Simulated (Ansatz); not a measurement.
# Pt: a line through a two-coordinate scan

One line of a two-coordinate grid on Pt (P6_3/mmc, No. 194; 2 atoms in the cell): lattice constant a (and b) is varied, at lattice constant c = 4.550 Å.

This is Pt in the hcp structure; at room conditions it is fcc.

Method: DFT PBEsol, scalar-relativistic, plane waves, PAW, in Ansatz 0.2.0.

16 further runs of the same task are left out: 16 set aside as unsound or not needed.

## 1. The starting structure

It takes space group P6_3/mmc (No. 194, hexagonal). Conventional cell: a = 2.725 Å, b = 2.725 Å, c = 4.707 Å, α = 90.00°, β = 90.00°, γ = 120.00°. Pt (site symmetry -6m2) is surrounded by 12 Pt at 2.73 to 2.83 Å.

Coordinates:

```
Pt
1.0
     2.72519    0.00000    0.00000
    -1.36259    2.36008    0.00000
     0.00000    0.00000    4.70692
Pt
2
Direct
  0.66667 0.33333 0.75000
  0.33333 0.66667 0.25000
```

It goes back to an entry of the Materials Project, which need not be the stable form.

It is the result of an earlier relaxation at this level (volume 15.14 Å³/atom; gap on the mesh: none (metal)).

## 2. What is varied

The energy is mapped over the lattice constants a and c of the conventional cell.

The axes are (1) lattice constant a (and b): 7 values from 2.534 to 2.916 Å; (2) lattice constant c: 7 values from 4.472 to 4.942 Å.

Nothing else is relaxed (symmetry fixes all fractional coordinates). Energies count from the relaxed crystal. Points are written as (first, second).

## 3. Point (2.598 Å, 4.550 Å)

input.yaml reads:

```yaml
crystal:
  lattice:
    - [2.598, 0.0, 0.0]
    - [-1.299, 2.249933999, 0.0]
    - [0.0, 0.0, 4.55]
  atoms:
    - { symbol: Pt, position: [0.6666666667, 0.3333333333, 0.75] }
    - { symbol: Pt, position: [0.3333333333, 0.6666666667, 0.25] }
basis:
  ecutwfc: 420
kpoints:
  mp_grid: { grid: [18, 18, 10] }
hamiltonian:
  xc: pbesol
scf:
  occupations: { method: gaussian, width: 0.15 }
output:
  forces: true
  stress: true
  eigenvalues: true
```

Command:

```bash
ansatz run input.yaml --threads 1 --pin off --max-ram 2048MiB --backend cpu --events-out ev --progress --plain --runs-dir out
```

Log, cut to the lines that bear on the results:

```text
Warning: RAYON_NUM_THREADS=1 ignored (pool sized by the plan → 1); use --threads N
[...]
Pseudopotentials: kind: paw
Pseudopotential: Pt, paw, valence charge 18, recommended cutoff 420 eV (normal), Pt.paw.azcp
Functional definition: PBEsol
[...]
Crystal: 2 atoms, lattice volume = 26.596 Å³
Basis set: ecut = 420 eV, 537 PW (Γ), exchange–correlation on 36×36×64 points (8 copies of the dense FFT grid, shifted against one another)
Bands: 22, of which v1, the nominal top of the filled ones, is band 18 counted from 1 (17 counted from 0)
Symmetry: 24 space group operations
Space group: P63/mmc (ITA 194), of the structure as read, at distance tolerance 3.0e-5 Å
k-points: 222 of 3240
[...]
SCF iter   1: F=—  HF=-24767.002341 eV  |F-HF|=—  |Δ(HF+E_count)|=         —  Δρ=1.06e-2  dr2=1.74e-2  ethr=1.77e-3  ⟨swp⟩=5.0  Hψ=19249  notcnv=0
[...]
SCF iter   6: F=-24766.998712 eV  HF=-24766.998712 eV  |F-HF|=1.49e-9  |Δ(HF+E_count)|=   4.48e-8  Δρ=6.22e-6  dr2=6.54e-9  ethr=2.78e-10  ⟨swp⟩=4.6  Hψ=18167  notcnv=0
[...]
SCF converged after 6 iterations
Free energy (F): -24766.998712 eV
[...]
E sigma→0 (E₀):  -24766.983496 eV
Entropy (-TS):   -0.030432 eV (-15.216 meV/atom)
Fermi energy:    27.352400 eV
[...]
--- Forces (eV/Å), atoms counted from 1 ---
  atom   1  Pt     0.00000000     0.00000000    -0.00000000
  atom   2  Pt     0.00000000    -0.00000000     0.00000000
[...]
--- Stress (GPa, compression-positive) ---
       56.682247       0.000000      -0.000000
        0.000000      56.682247       0.000000
       -0.000000       0.000000      43.634940
  P = ⅓ Tr σ = 52.3331 GPa (523.331 kbar)
--- Band table (eV; the first three rows and the last of 222) ---
  k-point 0: bands = ["-71.6547", "-71.6112", "-26.0738", "-25.5993", "-25.5993", "-25.5293", "-25.5293", "-25.4550", "15.6107", "18.3547", "22.0480", "22.8207", "22.8207", "23.2985", "23.2985", "25.0352", "25.0352", "25.7015", "27.0804", "27.0804", "33.1273", "42.0164"]
[...]
```

Run time: 9.3 s. Hardware: 1 thread of Arm Neoverse N1, shared host; peak memory 0.36 GiB.

Energy on the map's scale: 267 meV/atom.

## 4. The run at (2.662 Å, 4.550 Å)

input.yaml, as its differences from that of step 3:

```diff
@@ -2,4 +2,4 @@
   lattice:
-    - [2.598, 0.0, 0.0]
-    - [-1.299, 2.249933999, 0.0]
+    - [2.6616, 0.0, 0.0]
+    - [-1.3308, 2.3050132147, 0.0]
     - [0.0, 0.0, 4.55]
```

Command:

```bash
ansatz run input.yaml --threads 1 --pin off --max-ram 2048MiB --backend cpu --events-out ev --progress --plain --runs-dir out
```

Log, cut to the lines that bear on the results:

```text
[...]
SCF converged after 6 iterations
Free energy (F): -24767.342090 eV
[...]
E sigma→0 (E₀):  -24767.323568 eV
Entropy (-TS):   -0.037045 eV (-18.522 meV/atom)
Fermi energy:    25.706824 eV
[...]
--- Forces (eV/Å), atoms counted from 1 ---
  atom   1  Pt     0.00000000    -0.00000000     0.00000000
  atom   2  Pt     0.00000000     0.00000000     0.00000000
[...]
--- Stress (GPa, compression-positive) ---
       28.415155       0.000000       0.000000
        0.000000      28.415155       0.000000
        0.000000       0.000000      28.052486
  P = ⅓ Tr σ = 28.2943 GPa (282.943 kbar)
--- Band table (eV; the first three rows and the last of 222) ---
  k-point 0: bands = ["-73.1104", "-73.0715", "-27.5111", "-27.0999", "-27.0999", "-27.0311", "-27.0311", "-26.9548", "14.5308", "17.3455", "20.9914", "21.5160", "21.5160", "22.0025", "22.0025", "23.3601", "23.3601", "24.4627", "25.4207", "25.4207", "31.4316", "40.3872"]
[...]
```

Wall time 9.4 s (1 thread of Arm Neoverse N1, shared host); peak memory 0.36 GiB.

Energy on the map's scale: 96 meV/atom.

## 5. Grid point (2.725 Å, 4.550 Å)

input.yaml, as its differences from that of step 4:

```diff
@@ -2,4 +2,4 @@
   lattice:
-    - [2.6616, 0.0, 0.0]
-    - [-1.3308, 2.3050132147, 0.0]
+    - [2.7251897179, 0.0, 0.0]
+    - [-1.362594859, 2.3600835258, 0.0]
     - [0.0, 0.0, 4.55]
```

Command:

```bash
ansatz run input.yaml --threads 1 --pin off --max-ram 2048MiB --backend cpu --events-out ev --progress --plain --runs-dir out
```

Log, cut to the lines that bear on the results:

```text
[...]
SCF converged after 6 iterations
Free energy (F): -24767.490667 eV
[...]
E sigma→0 (E₀):  -24767.468666 eV
Entropy (-TS):   -0.044004 eV (-22.002 meV/atom)
Fermi energy:    24.170494 eV
[...]
--- Forces (eV/Å), atoms counted from 1 ---
  atom   1  Pt    -0.00000000    -0.00000000     0.00000000
  atom   2  Pt     0.00000000     0.00000000     0.00000000
[...]
--- Stress (GPa, compression-positive) ---
        8.079343      -0.000000      -0.000000
       -0.000000       8.079343      -0.000000
       -0.000000      -0.000000      14.334539
  P = ⅓ Tr σ = 10.1644 GPa (101.644 kbar)
--- Band table (eV; the first three rows and the last of 222) ---
  k-point 0: bands = ["-74.4684", "-74.4337", "-28.8586", "-28.4879", "-28.4879", "-28.4205", "-28.4205", "-28.3588", "13.5335", "16.4034", "19.9849", "20.2945", "20.2945", "20.7874", "20.7874", "21.8110", "21.8110", "23.3171", "23.8811", "23.8811", "29.8499", "38.8455"]
[...]
```

Wall time 9.4 s (1 thread of Arm Neoverse N1, shared host); peak memory 0.37 GiB.

That is 21 meV/atom from the zero.

## 6. The run at (2.789 Å, 4.550 Å)

input.yaml, as its differences from that of step 5:

```diff
@@ -2,4 +2,4 @@
   lattice:
-    - [2.7251897179, 0.0, 0.0]
-    - [-1.362594859, 2.3600835258, 0.0]
+    - [2.7888, 0.0, 0.0]
+    - [-1.3944, 2.4151716461, 0.0]
     - [0.0, 0.0, 4.55]
```

Command:

```bash
ansatz run input.yaml --threads 1 --pin off --max-ram 2048MiB --backend cpu --events-out ev --progress --plain --runs-dir out
```

Log, cut to the lines that bear on the results:

```text
Warning: RAYON_NUM_THREADS=1 ignored (pool sized by the plan → 1); use --threads N
[...]
Pseudopotentials: kind: paw
Pseudopotential: Pt, paw, valence charge 18, recommended cutoff 420 eV (normal), Pt.paw.azcp
Functional definition: PBEsol
[...]
Crystal: 2 atoms, lattice volume = 30.646 Å³
Basis set: ecut = 420 eV, 603 PW (Γ), exchange–correlation on 40×40×64 points (8 copies of the dense FFT grid, shifted against one another)
Bands: 22, of which v1, the nominal top of the filled ones, is band 18 counted from 1 (17 counted from 0)
Symmetry: 24 space group operations
Space group: P63/mmc (ITA 194), of the structure as read, at distance tolerance 3.1e-5 Å
k-points: 222 of 3240
[...]
SCF iter   1: F=—  HF=-24767.496879 eV  |F-HF|=—  |Δ(HF+E_count)|=         —  Δρ=8.98e-3  dr2=1.72e-2  ethr=1.77e-3  ⟨swp⟩=4.9  Hψ=18525  notcnv=0
[...]
SCF iter   6: F=-24767.494379 eV  HF=-24767.494379 eV  |F-HF|=4.23e-9  |Δ(HF+E_count)|=   3.84e-8  Δρ=6.68e-6  dr2=1.16e-8  ethr=2.78e-10  ⟨swp⟩=4.1  Hψ=16222  notcnv=0
[...]
SCF converged after 6 iterations
Free energy (F): -24767.494379 eV
[...]
E sigma→0 (E₀):  -24767.469087 eV
Entropy (-TS):   -0.050583 eV (-25.291 meV/atom)
Fermi energy:    22.735599 eV
[...]
--- Forces (eV/Å), atoms counted from 1 ---
  atom   1  Pt    -0.00000000    -0.00000000     0.00000000
  atom   2  Pt     0.00000000     0.00000000     0.00000000
[...]
--- Stress (GPa, compression-positive) ---
       -6.315382       0.000000       0.000000
        0.000000      -6.315382       0.000000
        0.000000       0.000000       2.338693
  P = ⅓ Tr σ = -3.4307 GPa (-34.307 kbar)
--- Band table (eV; the first three rows and the last of 222) ---
  k-point 0: bands = ["-75.7369", "-75.7060", "-30.1226", "-29.7755", "-29.7755", "-29.7098", "-29.7098", "-29.6737", "12.6094", "15.5201", "19.0252", "19.1488", "19.1488", "19.6457", "19.6457", "20.3758", "20.3758", "22.2553", "22.4493", "22.4493", "28.3752", "37.3839"]
[...]
```

Run time: 11 s. Hardware: 1 thread of Arm Neoverse N1, shared host; peak memory 0.37 GiB.

On the map this point reads 20 meV/atom.

## 7. The run at (2.852 Å, 4.550 Å)

input.yaml, as its differences from that of step 6:

```diff
@@ -2,4 +2,4 @@
   lattice:
-    - [2.7888, 0.0, 0.0]
-    - [-1.3944, 2.4151716461, 0.0]
+    - [2.8524, 0.0, 0.0]
+    - [-1.4262, 2.4702508617, 0.0]
     - [0.0, 0.0, 4.55]
```

Command:

```bash
ansatz run input.yaml --threads 1 --pin off --max-ram 2048MiB --backend cpu --events-out ev --progress --plain --runs-dir out
```

Log, cut to the lines that bear on the results:

```text
Warning: RAYON_NUM_THREADS=1 ignored (pool sized by the plan → 1); use --threads N
[...]
Pseudopotentials: kind: paw
Pseudopotential: Pt, paw, valence charge 18, recommended cutoff 420 eV (normal), Pt.paw.azcp
Functional definition: PBEsol
[...]
Crystal: 2 atoms, lattice volume = 32.060 Å³
Basis set: ecut = 420 eV, 615 PW (Γ), exchange–correlation on 40×40×64 points (8 copies of the dense FFT grid, shifted against one another)
Bands: 22, of which v1, the nominal top of the filled ones, is band 18 counted from 1 (17 counted from 0)
Symmetry: 24 space group operations
Space group: P63/mmc (ITA 194), of the structure as read, at distance tolerance 3.2e-5 Å
k-points: 222 of 3240
[...]
SCF iter   1: F=—  HF=-24767.394233 eV  |F-HF|=—  |Δ(HF+E_count)|=         —  Δρ=8.42e-3  dr2=1.76e-2  ethr=1.77e-3  ⟨swp⟩=4.8  Hψ=18328  notcnv=0
[...]
SCF iter   6: F=-24767.391630 eV  HF=-24767.391630 eV  |F-HF|=4.09e-9  |Δ(HF+E_count)|=   3.16e-8  Δρ=6.46e-6  dr2=1.15e-8  ethr=2.78e-10  ⟨swp⟩=4.0  Hψ=16244  notcnv=0
[...]
SCF converged after 6 iterations
Free energy (F): -24767.391630 eV
[...]
E sigma→0 (E₀):  -24767.363575 eV
Entropy (-TS):   -0.056109 eV (-28.054 meV/atom)
Fermi energy:    21.397966 eV
[...]
--- Forces (eV/Å), atoms counted from 1 ---
  atom   1  Pt    -0.00000000    -0.00000000     0.00000000
  atom   2  Pt    -0.00000000     0.00000000     0.00000000
[...]
--- Stress (GPa, compression-positive) ---
      -16.312565      -0.000000       0.000000
        0.000000     -16.312565       0.000000
        0.000000       0.000000      -7.991534
  P = ⅓ Tr σ = -13.5389 GPa (-135.389 kbar)
--- Band table (eV; the first three rows and the last of 222) ---
  k-point 0: bands = ["-76.9219", "-76.8945", "-31.3062", "-30.9725", "-30.9725", "-30.9086", "-30.9086", "-30.9034", "11.7516", "14.6897", "18.0731", "18.0731", "18.1109", "18.5716", "18.5716", "19.0459", "19.0459", "21.1170", "21.1170", "21.2706", "27.0018", "35.9968"]
[...]
```

Run time: 11 s. Hardware: 1 thread of Arm Neoverse N1, shared host; peak memory 0.38 GiB.

On the map this point reads 71 meV/atom.

## 8. The run at (2.916 Å, 4.550 Å)

input.yaml, as its differences from that of step 7:

```diff
@@ -2,4 +2,4 @@
   lattice:
-    - [2.8524, 0.0, 0.0]
-    - [-1.4262, 2.4702508617, 0.0]
+    - [2.916, 0.0, 0.0]
+    - [-1.458, 2.5253300774, 0.0]
     - [0.0, 0.0, 4.55]
```

Command:

```bash
ansatz run input.yaml --threads 1 --pin off --max-ram 2048MiB --backend cpu --events-out ev --progress --plain --runs-dir out
```

Log, cut to the lines that bear on the results:

```text
Warning: RAYON_NUM_THREADS=1 ignored (pool sized by the plan → 1); use --threads N
[...]
Pseudopotentials: kind: paw
Pseudopotential: Pt, paw, valence charge 18, recommended cutoff 420 eV (normal), Pt.paw.azcp
Functional definition: PBEsol
[...]
Crystal: 2 atoms, lattice volume = 33.506 Å³
Basis set: ecut = 420 eV, 627 PW (Γ), exchange–correlation on 40×40×64 points (8 copies of the dense FFT grid, shifted against one another)
Bands: 22, of which v1, the nominal top of the filled ones, is band 18 counted from 1 (17 counted from 0)
Symmetry: 24 space group operations
Space group: P63/mmc (ITA 194), of the structure as read, at distance tolerance 3.2e-5 Å
k-points: 222 of 3240
[...]
SCF iter   1: F=—  HF=-24767.214692 eV  |F-HF|=—  |Δ(HF+E_count)|=         —  Δρ=8.50e-3  dr2=1.89e-2  ethr=1.77e-3  ⟨swp⟩=4.7  Hψ=18183  notcnv=0
[...]
SCF iter   6: F=-24767.211670 eV  HF=-24767.211670 eV  |F-HF|=3.31e-10  |Δ(HF+E_count)|=   1.12e-8  Δρ=2.56e-6  dr2=8.58e-10  ethr=1.00e-10  ⟨swp⟩=1.9  Hψ=15971  notcnv=0
[...]
SCF converged after 6 iterations
Free energy (F): -24767.211670 eV
[...]
E sigma→0 (E₀):  -24767.181848 eV
Entropy (-TS):   -0.059642 eV (-29.821 meV/atom)
Fermi energy:    20.150207 eV
[...]
--- Forces (eV/Å), atoms counted from 1 ---
  atom   1  Pt     0.00000000    -0.00000000     0.00000000
  atom   2  Pt     0.00000000     0.00000000     0.00000000
[...]
--- Stress (GPa, compression-positive) ---
      -23.113453       0.000000      -0.000000
        0.000000     -23.113453      -0.000000
       -0.000000      -0.000000     -16.667382
  P = ⅓ Tr σ = -20.9648 GPa (-209.648 kbar)
--- Band table (eV; the first three rows and the last of 222) ---
  k-point 0: bands = ["-78.0293", "-78.0049", "-32.4129", "-32.0877", "-32.0877", "-32.0516", "-32.0259", "-32.0259", "10.9536", "13.9071", "17.0613", "17.0613", "17.2401", "17.5592", "17.5592", "17.8129", "17.8129", "19.8761", "19.8761", "20.3564", "25.7231", "34.6781"]
[...]
```

Wall time 12 s (1 thread of Arm Neoverse N1, shared host); peak memory 0.38 GiB.

On the map this point reads 161 meV/atom.

## 9. What came out

```
lattice constant a (and b) (Å)  step  energy (meV/atom)  slope (meV/atom per Å)  pressure (GPa)
                         2.534     –                568                   −5942              84
                         2.598     3                267                   −3622              52
                         2.662     4                 96                   −1860              28
                         2.725     5                 21                    −542              10
                         2.789     6                 20                     433              −3
                         2.852     7                 71                    1144             −14
                         2.916     8                161                    1658             −21
```

Energies count from the relaxed crystal. Rows without a step come from runs not printed here or follow by symmetry. Slopes come from the forces (and the stress, where the cell changes), not from differences of energies.

Along the line the energy is lowest at 2.789 Å, 20 meV/atom from the zero. A fit to energies and slopes at the lowest point and its two neighbours puts the minimum at 2.7579 Å, with a curvature of about 15000 meV/atom per Å². The highest point computed, at 2.534 Å, lies 549 meV/atom above the lowest. This is one cut through a surface in two coordinates; the map's lowest point lies off it. Spin-orbit coupling is left out for Pt.
